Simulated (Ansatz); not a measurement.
# GaN: the cost of one run

Method: DFT PBE, scalar-relativistic, plane waves, PAW, in Ansatz 0.2.0.

2 further runs of the same task are left out: 2 that didn't finish.

### 1 Starting point

The structure is tetragonal, space group P4/nmm (No. 129). The conventional cell has a = 3.505 Å, b = 3.505 Å, c = 4.492 Å, α = 90.00°, β = 90.00°, γ = 90.00°. Around Ga (site symmetry 4mm) lie 4 N at 2.05 Å. Around N (site symmetry -4m2) lie 4 Ga at 2.05 Å.

As a file:

```cif
data_structure
_symmetry_space_group_name_H-M 'P 1'
_symmetry_Int_Tables_number 1
_cell_length_a 3.5053
_cell_length_b 3.5053
_cell_length_c 4.4917
_cell_angle_alpha 90.000
_cell_angle_beta 90.000
_cell_angle_gamma 90.000
_cell_volume 55.19
loop_
_atom_site_label
_atom_site_type_symbol
_atom_site_fract_x
_atom_site_fract_y
_atom_site_fract_z
_atom_site_occupancy
Ga1 Ga 0.00000 0.50000 0.23537 1
Ga2 Ga 0.50000 0.00000 0.76463 1
N1 N 0.50000 0.50000 0.00000 1
N2 N 0.00000 0.00000 0.00000 1
```

The cell is invented: species swapped into a database cell of SnO (P4/nmm, No. 129), with Ga on the Sn sites and N on the O sites. Lengths come from tabulated atomic sizes and are only a guess.

### 2 A first look at the guess

input.yaml reads:

```yaml
crystal:
  lattice:
    - [3.50528061, 0.0, 0.0]
    - [0.0, 3.50528061, 0.0]
    - [0.0, 0.0, 4.49170727]
  atoms:
    - { symbol: Ga, position: [0.0, 0.5, 0.23537385] }
    - { symbol: Ga, position: [0.5, 0.0, 0.76462615] }
    - { symbol: "N", position: [0.5, 0.5, 0.0] }
    - { symbol: "N", position: [0.0, 0.0, 0.0] }
basis:
  ecutwfc: 420
kpoints:
  mp_grid: { grid: [6, 6, 4] }
hamiltonian:
  xc: pbe
scf:
  occupations: { method: gaussian, width: 0.1 }
  lower_state_search: "off"
output:
  forces: true
  stress: true
  eigenvalues: true
```

On the command line:

```console
> ansatz run input.yaml --threads 1 --pin off --max-ram 2048MiB --backend cpu --events-out ev --progress --plain --runs-dir out
```

**Question.** How long does this run take on 1 thread of Arm Neoverse N1, shared host, and how much memory does it need?

About 3.4 s, with a peak of 0.31 GiB.
